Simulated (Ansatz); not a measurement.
**Al₃Ru₂ (I4/mmm): electronic heat capacity and spin susceptibility from the density of states**

Level of theory: Ansatz 0.2.0, DFT PBEsol, scalar-relativistic, plane waves, PAW.

Settings: cutoff 420 eV, Γ-centred mesh 16×16×16 on the computed 5-atom cell, Gaussian smearing of 0.10 eV; no spin polarisation.

Relaxed cell: I4/mmm, a = 3.073 Å, b = 3.073 Å, c = 14.252 Å, α = 90.00°, β = 90.00°, γ = 90.00°, 5 atoms in the primitive cell. Whether it is the stable form of this composition wasn't checked.

The density of states at the Fermi level is 1.249 states/eV in the cell of 5 atoms (1 formula unit; both spins, tetrahedra on a 24×24×24 mesh).

What Sommerfeld coefficient and Pauli susceptibility does this give?

Per formula unit N(E_F) = 1.249 states/eV. γ = (π²/3) k_B² N(E_F) N_A = 2.357 mJ/(mol K²) per state/eV, so γ = 2.9 mJ/(mol K²), a mole of formula units. χ_P = μ_B² N(E_F) N_A = 3.23×10⁻⁵ emu/mol per state/eV gives 4.0×10⁻⁵ emu/mol. This is the bare band result: a measured γ of the same phase is as a rule larger by a factor 1 + λ from phonons and spin fluctuations, the spin part of χ is larger by the Stoner factor, and a measured χ also holds orbital and core terms. N(E_F) at one energy is sensitive to the mesh where the density of states has sharp peaks.